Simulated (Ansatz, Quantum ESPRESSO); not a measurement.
# Moving the pressure in WC

The cell as given:

```
CELL_PARAMETERS angstrom
2.90650 0.00000 0.00000
-1.45325 2.51710 0.00000
0.00000 0.00000 2.83660
ATOMIC_POSITIONS crystal
W 0.00000 0.00000 0.00000
C 0.66667 0.33333 0.50000
```

Kept alike: task relaxation of cell and atoms; functional PBEsol; k mesh 10 × 10 × 9; occupations fermi-dirac, width 0.05 eV; no spin polarisation. Program: Ansatz, all-electron LAPW, scalar-relativistic. The mesh is that of the run's cell of 2 atoms. No spin-orbit coupling.

```csv
"pressure, P (GPa)",volume (Å³/atom),first edge of the run's cell (Å),third edge of the run's cell (Å)
0,10.290,2.900,2.826
5,10.167,2.887,2.817
10,10.051,2.875,2.808
20,9.839,2.853,2.792
30,9.647,2.833,2.776
```

The relaxations keep at least the cell's symmetry (P-6m2). The runs follow the start's structure, whether or not it is the stable one at these pressures. P is the pressure aimed at, which the runs meet within some hundredths to tenths of a GPa.

**Question.** What does the pressure change here?

**Answer.** The volume falls from 10.290 to 9.647 Å³/atom between 0 and 30 GPa. The volume falls ever more slowly, since the solid stiffens under load. At the pressures aimed at, which the runs meet within some tenths of a GPa, the step from 0 to 5 GPa gives a mean bulk modulus near 416 GPa, the last step 507 GPa. A twin series (Quantum ESPRESSO, GBRV 1.5 PBEsol) moves it by -0.6400 between 0 and 30, against -0.6430 Å³/atom here. The first edge of the run's cell falls from 2.900 to 2.833 Å between 0 and 30 GPa. A twin series (Quantum ESPRESSO, GBRV 1.5 PBEsol) moves it by -0.0665 between 0 and 30, against -0.0669 Å here. The third edge of the run's cell falls from 2.826 to 2.776 Å between 0 and 30 GPa. A twin series (Quantum ESPRESSO, GBRV 1.5 PBEsol) moves it by -0.0496 between 0 and 30, against -0.0500 Å here.
